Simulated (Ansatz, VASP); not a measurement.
This is a calculation of TiC for Ansatz 0.2.0.

Contents of input.yaml:

```yaml
crystal:
  lattice:
    - [3.0622368785, 0.0, 0.0]
    - [-1.5311134061, 2.6519676608, 0.0]
    - [0.0, 0.0, 2.7158378717]
  atoms:
    - { symbol: Ti, position: [0.0, 0.0, 0.5] }
    - { symbol: C, position: [0.33333, 0.66667, 0.0] }
hamiltonian:
  xc: pbe
  pseudopotentials: { kind: paw }
kpoints:
  mp_grid: { grid: [10, 10, 10] }
scf:
  occupations: { method: fermi_dirac, width: 0.05 }
output:
  forces: true
  stress: true
  eigenvalues: true
```

Potentials or basis: Ansatz PAW.

Command:

```sh
$ ansatz run input.yaml --threads 1 --pin off --max-ram 3584MiB --backend cpu --events-out ev --progress --plain --runs-dir out
```

**Question.** Set up the same calculation for VASP 6.6.1. Potentials there: VASP PAW PBE potentials, release 64 (Ti_sv, C).

**Answer.** As run (the cutoff follows the program's own potentials):

INCAR

```
SYSTEM = TiC
  ALGO = Normal
  EDIFF = 1E-6
  ENCUT = 520
  GGA = PE
  ISIF = 2
  ISMEAR = -1
  LASPH = .True.
  LCHARG = .False.
  LREAL = .False.
  LWAVE = .False.
  NBANDS = 15
  NELM = 60
  PREC = Accurate
  SIGMA = 0.05
```

File KPOINTS:

```
k-points
0
Gamma
  10 10 10
  0 0 0
```

File POSCAR:

```
TiC
1.0
    3.0622368785      0.0000000000      0.0000000000
   -1.5311134061      2.6519676608      0.0000000000
    0.0000000000      0.0000000000      2.7158378717
Ti C
1 1
Direct
    0.0000000000      0.0000000000      0.5000000000
    0.3333300000      0.6666700000      0.0000000000
```

Potentials or basis: VASP PAW PBE potentials, release 64 (Ti_sv, C).

Run with:

```sh
$ cat potpaw_PBE.64/Ti_sv/POTCAR potpaw_PBE.64/C/POTCAR > POTCAR
$ mpirun -np 1 vasp_std > vasp.out
```

Both were run:

|  | VASP | Ansatz | Ansatz less VASP |
| --- | --- | --- | --- |
| gap on the k mesh at the Fermi level (eV) | none | none | - |
| pressure (GPa) | -4.0 | -4.1 | -0.07 |
| largest component of the traceless stress (GPa) | 0.91 | 0.91 | 0.000 |

A gap of «none» marks a metal or a gap that the smearing closes. With one functional, cell and mesh, what is left measures potentials, basis and numerics.
